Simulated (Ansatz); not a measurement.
**Pt under changes of volume**

One of the cells (15.080 Å³/atom); the others are scaled copies at fixed shape and fractional positions:

```
Pt
1.0
     0.00000    1.96090    1.96090
     1.96090    0.00000    1.96090
     1.96090    1.96090    0.00000
Pt
1
Cartesian
  0.0000 0.0000 0.0000
```

| Quantity | Value |
| --- | --- |
| Program | Ansatz 0.2.0 |
| Functional | r2SCAN |
| Potentials or basis | PseudoDojo stringent (PBEsol files) |
| Cutoff | 1143 eV |
| Density cutoff | 4572 eV |
| k mesh | 12 × 12 × 12 |
| Occupations | gaussian, width 0.025 eV |
| Spin | no spin polarisation |
| Hubbard terms | Pt d U = 2 eV |

```csv
volume (Å³/atom),energy over the lowest point (meV/atom),pressure (GPa)
14.175,?,?
14.477,29.41,14.6
14.778,8.61,7.7
15.080,0.00,1.6
15.381,2.13,-3.8
15.683,13.72,-8.5
15.985,33.62,-12.6
```

**Question.** What does the run at 14.175 Å³/atom give?

**Answer.** Energy over the lowest point 64.05 meV/atom; pressure 22.4 GPa.

Worked out: A Birch-Murnaghan fit of order 3 (a polynomial in V^(-2/3)) to the other rows has its minimum at 15.17 Å³/atom with B0 = V·E''(V) = 276 GPa and B' = 5.5. It gives 64.21 meV/atom at 14.175 Å³/atom, against the run's 64.05, and -dE/dV = 22.5 GPa, against 22.4.

Energies are extrapolated to zero smearing.

Caveats: the meta-GGA runs on potentials made for a GGA; the potentials were made for another functional, which shifts forces and pressure; U without spin polarisation on a metal has little footing; the U is typed as a test and isn't derived for this compound.
